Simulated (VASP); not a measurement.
Crystal: Mo.

```xyz
2
Lattice="2.8047 0.0000 0.0000 -1.4023 2.4289 0.0000 0.0000 0.0000 4.5800" Properties=species:S:1:pos:R:3 pbc="T T T"
Mo    0.0000    1.6193    1.1450
Mo    1.4023    0.8096    3.4350
```

This isn't the form of Mo at room conditions, which is bcc.

* Program: VASP 6.6.1
* Task: relaxation of cell and atoms
* Functional: r2SCAN
* Dispersion: rVV10
* Potentials or basis: VASP PAW PBE potentials, release 64 (Mo_sv)
* Cutoff: 600 eV
* k mesh: 18 × 18 × 10
* Occupations: gaussian, width 0.1 eV
* Spin: no spin polarisation

At the start: pressure 3.0 GPa; volume 15.60 Å³/atom.

Task: Where does the relaxation end?

Result: Over 17 steps the energy falls by 55.8 meV/atom and the volume is 15.94 Å³/atom (+2.2 %); space group P6_3/mmc (No. 194, to 0.05 Å).

Step by step:
```tsv
step	energy change (eV)	largest force (eV/Å)	pressure (GPa)	volume (Å³)
1	0.0000	0.0000	3.00	31.20
2	-0.0302	0.0000	-6.54	32.53
3	-0.0302	0.0000	-6.53	32.52
4	-0.0405	0.0000	-7.18	32.65
5	-0.0623	0.0000	-9.03	33.00
6	-0.0372	0.0000	-11.47	33.66
7	-0.0652	0.0000	-9.64	33.14
8	-0.0884	0.0000	-7.12	32.80
9	-0.1095	0.0000	-1.92	32.16
10	-0.1099	0.0000	-1.05	32.06
11	-0.1099	0.0000	-1.24	32.08
12	-0.1106	0.0000	-1.01	32.04
13	-0.1116	0.0000	-0.28	31.92
14	-0.1116	0.0000	-0.22	31.91
15	-0.1116	0.0000	-0.20	31.91
16	-0.1117	0.0000	-0.06	31.89
17	-0.1117	0.0000	0.01	31.88
```

Final structure:
```yaml
crystal:
  lattice:
    - [2.73511, 0.00000, 0.00000]
    - [-1.36755, 2.36867, 0.00000]
    - [0.00000, 0.00000, 4.92137]
  atoms:
    - { symbol: Mo, position: [0.33333, 0.66667, 0.25000] }
    - { symbol: Mo, position: [0.66667, 0.33333, 0.75000] }
```

Caveat: the PAW data sets were made with another functional, which shifts forces and pressure a little.
